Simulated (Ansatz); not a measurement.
**Where the states of ZnS lie**

```cif
data_structure
_symmetry_space_group_name_H-M 'F-43m'
_symmetry_Int_Tables_number 216
_cell_length_a 5.4093
_cell_length_b 5.4093
_cell_length_c 5.4093
_cell_angle_alpha 90.000
_cell_angle_beta 90.000
_cell_angle_gamma 90.000
_cell_volume 158.28
loop_
_atom_site_label
_atom_site_type_symbol
_atom_site_symmetry_multiplicity
_atom_site_Wyckoff_symbol
_atom_site_fract_x
_atom_site_fract_y
_atom_site_fract_z
_atom_site_occupancy
Zn1 Zn 4 a 0.00000 0.00000 0.00000 1
S1 S 4 c 0.25000 0.25000 0.25000 1
```

The runs use the primitive cell with vectors (0.000, 2.705, 2.705), (2.705, 0.000, 2.705), (2.705, 2.705, 0.000) Å, to which the k mesh refers.

The cell is COD entry 9000107, as deposited and not checked against the literature; nothing was relaxed.

Method: DFT, PBEsol, all-electron LAPW, scalar-relativistic (Ansatz 0.2.0).

Settings: a Γ-centred 8×8×8 k mesh, Fermi–Dirac smearing of 0.01 eV, basis error target 0.25 meV/atom, no spin polarisation.

States per eV and cell, averaged over 0.6 eV, from -5.8 to 3.6 eV, with energies (bin centres) from the valence-band top; empty bins are left out. The partial columns, the largest 4 alone, are projections on Löwdin-orthogonalised atomic shells (those that the program's projection atoms carry: the occupied ones and, for some elements, an empty d or f shell; other empty shells have no column), summed over atoms of an element. Weights on diffuse s and p shells depend on that basis and aren't pure angular character.

```
E (eV)  total  S 3p  Zn 3d  Zn 4s  S 3s
  -5.6   6.70  0.08   6.49   0.06  0.05
  -5.0   0.39  0.24   0.05   0.08  0.01
  -4.4   1.69  0.91   0.28   0.40  0.06
  -3.8   0.55  0.29   0.11   0.09  0.04
  -3.2   0.50  0.33   0.07   0.05  0.03
  -2.6   1.49  1.21   0.14   0.05  0.03
  -2.0   1.82  1.55   0.15   0.03  0.02
  -1.4   1.89  1.62   0.15   0.02  0.01
  -0.8   1.35  1.18   0.11   0.01  0.00
  -0.2   0.31  0.27   0.03   0.00  0.00
   2.2   0.00  0.00   0.00   0.00  0.00
   2.8   0.04  0.01   0.00   0.02  0.01
   3.4   0.33  0.05   0.00   0.14  0.04
```

Which of the resolved shells contributes most in the top eV of the valence band?

S 3p, with 87 % of all states there; Zn 3d follows with 9 %.

Where is the centre of the filled Zn 3d states between -13 eV and the top of the filled states?

-5.84 eV from the valence-band top.
